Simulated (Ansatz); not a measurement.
Starting cell, ZrO₂ (fluorite):

```yaml
crystal:
  lattice:
    - [0.00000, 5.11588, 5.11588]
    - [2.55794, 2.55794, 5.11588]
    - [2.55794, 2.55794, 0.00000]
  atoms:
    - { symbol: Zr, position: [0.00000, 0.00000, 0.00000] }
    - { symbol: Zr, position: [0.50000, 0.00000, 0.00000] }
    - { symbol: O, position: [0.00000, 0.25000, 0.25000] }
    - { symbol: O, position: [0.50000, 0.25000, 0.25000] }
    - { symbol: O, position: [0.00000, 0.75000, 0.75000] }
    - { symbol: O, position: [0.50000, 0.75000, 0.75000] }
```

The atoms are displaced by Q × the pattern below (from a DFPT mode at X = (0.5, 0.5, 0.0), largest move 1; Q in Å), at fixed cell. (q is in reciprocal vectors of the primitive cell; the cell shown is doubled to hold the pattern.)

| atom | x | y | z |
|---|---|---|---|
| O3 | 0.000 | 0.000 | -1.000 |
| O4 | 0.000 | 0.000 | 1.000 |
| O5 | 0.000 | 0.000 | -1.000 |
| O6 | 0.000 | 0.000 | 1.000 |

Atoms not listed stay in place.

Level of theory: PBE (plane waves to 420 eV, PAW, scalar-relativistic; Ansatz, a quantum-chemistry and plane-wave program). k mesh 11×11×11 (Γ-centred), Fermi-Dirac smearing 0.05 eV. Energies are smeared free energies. The PAW data are Ansatz's earlier set. This is a high-temperature form of ZrO2. ZrO2 is run without spin polarisation. ZrO2 was relaxed with its symmetry unable to fall. ΔE is measured from the undisplaced structure.

The scan covers Q from -0.440 to 0.440 Å in 13 points.

Question: Is this a single well or a double well?

Answer: A double well: the undisplaced structure is a maximum between two minima.

Question: Which space group does the distorted structure have?

Answer: P4_2/nmc (No. 137), lowered from Fm-3m.

Question: What is the energy change at Q = 0.440 Å?

Answer: 339 meV/cell.

Question: By a smooth curve, how deep is the well, measured from the undisplaced structure?

Answer: 147 meV/cell, cell held fixed.

Question: By a smooth curve through the points, how far does the most displaced atom move to reach the deepest minimum?

Answer: 0.24 Å from zero.

(A displaced cell: forces are minus the slopes of the energy, force constants its curvatures, and phonons follow from these.)
